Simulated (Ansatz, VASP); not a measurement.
## Hf in VASP and in Ansatz

POSCAR

```
Hf
1.0
    3.3135237204      0.0000000000      0.0000000000
   -1.6567618602      2.8695957179      0.0000000000
    0.0000000000      0.0000000000     25.3047156066
Hf
3
Direct
    0.6666666667      0.3333333333      0.2766282818
    0.3333333333      0.6666666667      0.3684677646
    0.6666666667      0.3333333333      0.4665381780
```

INCAR.step1

```
ALGO     = Normal         # electronic algorithm
DIPOL    = 0.5 0.5 0.371
EDIFF    = 1E-4           # SCF threshold, eV
ENCUT    = 520            # plane-wave cutoff, eV
GGA      = PE             # functional
IDIPOL   = 3            
ISMEAR   = 1              # smearing method
LASPH    = True           # aspherical terms in the spheres
LCHARG   = False          # write CHGCAR
LDIPOL   = True         
LREAL    = False          # projectors in reciprocal space
LWAVE    = True           # write WAVECAR
NBANDS   = 22             # bands
NELM     = 100            # most SCF steps
PREC     = Accurate       # precision mode
SIGMA    = 0.1            # smearing width, eV
```

File INCAR.step2:

```
ALGO     = Normal         # electronic algorithm
DIPOL    = 0.5 0.5 0.371
EDIFF    = 1E-6           # SCF threshold, eV
ENCUT    = 520            # plane-wave cutoff, eV
IDIPOL   = 3            
ISIF     = 2              # what is computed and relaxed
ISMEAR   = 1              # smearing method
ISTART   = 1            
LASPH    = True           # aspherical terms in the spheres
LCHARG   = True           # write CHGCAR
LDIPOL   = True         
LELF     = True           # ELF
LMIXTAU  = True         
LREAL    = False          # projectors in reciprocal space
LVACPOTAV= True         
LVHAR    = True         
LWAVE    = False          # write WAVECAR
METAGGA  = R2SCAN         # meta-GGA
NBANDS   = 22             # bands
NELM     = 100            # most SCF steps
PREC     = Accurate       # precision mode
SIGMA    = 0.1            # smearing width, eV
```

The input KPOINTS:

```
k-points
0
Gamma
  12 12 1
```

Input for Ansatz:

```yaml
crystal:
  lattice:
    - [3.3135237204, 0.0, 0.0]
    - [-1.6567618602, 2.8695957179, 0.0]
    - [0.0, 0.0, 25.3047156066]
  atoms:
    - { symbol: Hf, position: [0.6666666667, 0.3333333333, 0.2766282818] }
    - { symbol: Hf, position: [0.3333333333, 0.6666666667, 0.3684677646] }
    - { symbol: Hf, position: [0.6666666667, 0.3333333333, 0.466538178] }
basis:
  ecutwfc: 500
kpoints:
  mp_grid: { grid: [12, 12, 1] }
hamiltonian:
  xc: r2scan
  pseudopotentials: { kind: paw, azcp: { folder: soft_1 } }
scf:
  occupations: { method: methfessel_paxton, width: 0.1 }
  n_extra_bands: 7
  max_iter: 160
output:
  forces: true
  eigenvalues: true
efield:
  axis: 3
  dipole_correction: true
```

Alike in both runs: task single point; functional r2SCAN; k mesh 12 × 12 × 1; occupations methfessel-paxton of order 1, width 0.1 eV; no spin polarisation.

|  | VASP | Ansatz |
| --- | --- | --- |
| version | VASP 6.6.1 | Ansatz 0.2.0 |
| potentials or method | VASP PAW PBE potentials, release 64 (Hf_pv) | scalar-relativistic, plane waves, PAW |
| plane-wave cutoff (eV) | 520 | 500 |
| valence electrons in the cell | 30 | 78 |

```csv
,VASP,Ansatz,Ansatz less VASP
gap on the k mesh at the Fermi level (eV),none,none,-
rms of the force components (eV/Å),0.265,0.265,0.0000
```

Atom by atom the forces differ by 0.023 eV/Å (rms over components). A gap of «none» marks a metal or a gap that the smearing closes. The two sets of potentials don't hold the same shells in valence.

Caveats: the PAW data sets were made with another functional, which shifts forces and pressure a little (VASP). The runs have no spin-orbit coupling, so splittings on Hf are missing.
